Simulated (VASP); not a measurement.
The system is GaSb.

```
Ga Sb
1.0
     2.86508   -2.88197    0.00000
     2.86508    2.88197    0.00000
     0.00000    0.00000    5.73041
Ga Sb
2 2
Direct
  0.27941 0.72059 0.25000
  0.72059 0.27941 0.75000
  0.77721 0.22279 0.25000
  0.22279 0.77721 0.75000
```

Measurements of this composition are mostly on another form, of space group No. 216.

The cell isn't the ideal one: In replaced by Ga, lengths x 0.957, strained and moved within the space group.

Base run:

* Program: VASP 6.6.1
* Functional: PBE
* Potentials or basis: VASP PAW PBE potentials, release 64 (Ga_d, Sb)
* Cutoff: 520 eV
* k mesh: 10 × 10 × 8
* Occupations: gaussian, width 0.1 eV
* Spin: no spin polarisation

Its results: band gap on the k mesh none (metal or under the smearing width); pressure 1.7 GPa; largest force 0.010 eV/Å.

**Question.** The run is repeated on the same cell with these changes: k mesh from 10 × 10 × 8 to 4 × 4 × 4; further incar settings from ALGO = Fast; EDIFF = 1e-06; NBANDS = 26 to ALGO = Normal; EDIFF = 1e-06; NBANDS = 26. What comes out?

**Answer.** Band gap on the k mesh none (metal or under the smearing width); pressure 2.4 GPa; largest force 0.163 eV/Å.

Caveats: some runs use coarse meshes.
